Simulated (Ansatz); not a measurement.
# BPH3: the cost of one run

Program: Ansatz 0.2.0. Level of theory: DFT PBEsol, scalar-relativistic, plane waves, PAW. These are calculated values, not measurements.

1 further run of the same task is left out (set aside as unsound or not needed).

**1. Starting point**

It takes space group F-43m (No. 216, cubic). The conventional cell has a = 4.520 Å, b = 4.520 Å, c = 4.520 Å, α = 90.00°, β = 90.00°, γ = 90.00°. Around B (site symmetry -43m) lie 4 P at 1.96 Å. Around P (site symmetry -43m) lie 4 B at 1.96 Å.

Coordinates:

```
CELL_PARAMETERS angstrom
0.00000 2.26009 2.26009
2.26009 0.00000 2.26009
2.26009 2.26009 0.00000
ATOMIC_POSITIONS crystal
B 0.00000 0.00000 0.00000
P 0.25000 0.25000 0.25000
```

This cell was relaxed beforehand with the same method: volume 11.54 Å³/atom, gap on the mesh 1.12 eV.

**2. Building the [110] wire, 4 host atoms a period with H caps**

The wire is cut from the relaxed crystal, periodic along c with vacuum across. Atoms and period relax; energies count from the bulk, -446.7946 eV an atom. Each H cap counts from half an H2 molecule (-15.609 eV in a separate run).

The cell holds 2 B, 2 P, 6 H: a = 12.900 Å, b = 14.200 Å, c = 3.196 Å, α = 90.00°, β = 90.00°, γ = 90.00°.

**3. Relaxation**

Pressure and volume refer to the whole cell with its vacuum; only the period along c may change.

Input file input.yaml:

```yaml
crystal:
  lattice:
    - [12.9, 0.0, 0.0]
    - [0.0, 14.2, 0.0]
    - [0.0, 0.0, 3.196244792]
  atoms:
    - { symbol: B, position: [0.5619427285, 0.5351145289, 0.0] }
    - { symbol: P, position: [0.5619427285, 0.6146950348, 0.5] }
    - { symbol: B, position: [0.4380572715, 0.3759535172, 0.5] }
    - { symbol: P, position: [0.4380572715, 0.4555340231, 0.0] }
    - { symbol: H, position: [0.6372629558, 0.48673095, 0.0] }
    - { symbol: H, position: [0.4720648103, 0.6724300617, 0.5] }
    - { symbol: H, position: [0.6518206467, 0.6724300617, 0.5] }
    - { symbol: H, position: [0.5133774987, 0.3275699383, 0.5] }
    - { symbol: H, position: [0.3627370442, 0.3275699383, 0.5] }
    - { symbol: H, position: [0.3481793533, 0.51326905, 0.0] }
basis:
  ecutwfc: 420
kpoints:
  mp_grid: { grid: [1, 1, 10] }
hamiltonian:
  xc: pbesol
scf:
  occupations: { method: gaussian, width: 0.05 }
output:
  forces: true
  stress: true
  eigenvalues: true
  populations: true
  write_density: true
  write_potential: true
  elf: true
  volumetric_format: npy
relax:
  adjacent_minimum: "off"
  f_tol: 0.02
  max_steps: 45
  cell: { fix: [a, b, alpha, beta, gamma], stress_tol: 0.03 }
```

On the command line:

```sh
$ ansatz run input.yaml --threads 4 --pin off --max-ram 11264MiB --backend cpu --events-out ev --progress --plain --runs-dir out
```

Q: Estimate wall time and peak memory on 4 threads of Arm Neoverse V2, shared host.

About 15 s, with a peak of 0.78 GiB.
